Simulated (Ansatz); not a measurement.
KCl (Sylvite):

```
CELL_PARAMETERS angstrom
0.00000 3.14647 3.14647
3.14647 0.00000 3.14647
3.14647 3.14647 0.00000
ATOMIC_POSITIONS crystal
K 0.00000 0.00000 0.00000
Cl 0.50000 0.50000 0.50000
```

Base run:

```yaml
Program: Ansatz 0.2.0
Functional: PBEsol
Potentials_or_basis: all-electron LAPW, non-relativistic
Cutoff: 140 eV (chosen from the basis error)
Basis_error_allowed: 0.001 eV/atom
k_mesh: 7 × 7 × 7
Occupations: fermi-dirac, width 0.05 eV
Spin: no spin polarisation
```

Its results: band gap on the k mesh 5.11 eV, direct; pressure -0.4 GPa.

The run is repeated on the same cell with these changes: potentials or basis from all-electron LAPW, non-relativistic to all-electron LAPW, inner shells corrected to Dirac's equation. What comes out?

Band gap on the k mesh 5.03 eV, direct; pressure -0.4 GPa.
